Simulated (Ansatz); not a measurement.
Runs of Ansatz 0.2.0 on BaTiO3. The typed cell holds 5 atoms: a = 3.709 Å, b = 4.185 Å, c = 3.896 Å, α = 89.29°, β = 84.41°, γ = 90.46°. 

```csv
cell,target pressure (GPa),gap on the mesh (eV),pressure (GPa)
"relaxed to 2 GPa from: all atoms moved at random, sigma 0.4 Å a component, cell strained at random, sigma 0.06",2,2.27,2.0
"relaxed to 30 GPa from: all atoms moved at random, sigma 0.4 Å a component, cell strained at random, sigma 0.06",30,1.95,30.0
"relaxed from: all atoms moved at random, sigma 0.4 Å a component, cell strained at random, sigma 0.06",0,(a),0.0
"relaxed to 20 GPa from: all atoms moved at random, sigma 0.4 Å a component, cell strained at random, sigma 0.06",20,1.95,20.0
"relaxed to 5 GPa from: all atoms moved at random, sigma 0.4 Å a component, cell strained at random, sigma 0.06",5,2.15,5.0
"relaxed to 10 GPa from: all atoms moved at random, sigma 0.4 Å a component, cell strained at random, sigma 0.06",10,1.93,10.0
```

Alike in all rows: task relaxation of cell and atoms; level PBEsol; potentials or basis Ansatz PAW; no spin polarisation; k mesh 7 × 7 × 7; cutoff (eV) 420; smearing fermi-dirac 0.05 eV.

Fill in the values left out.

(a) 2.37.

Caveats: odd divisions of the mesh miss points on the zone boundary, where band edges often lie, so the gap on the mesh can be too wide; the plane-wave basis is chosen anew once the cell has moved, so the energies of steps on either side of that aren't comparable; spin-orbit coupling is left out, which moves the levels of the heavy elements; the PAW data sets come from PBE, with cores solved anew for the run's functional, which leaves a small shift of forces and pressure.

A k mesh can miss the band edges, and the runs leave out spin-orbit coupling on Ba.
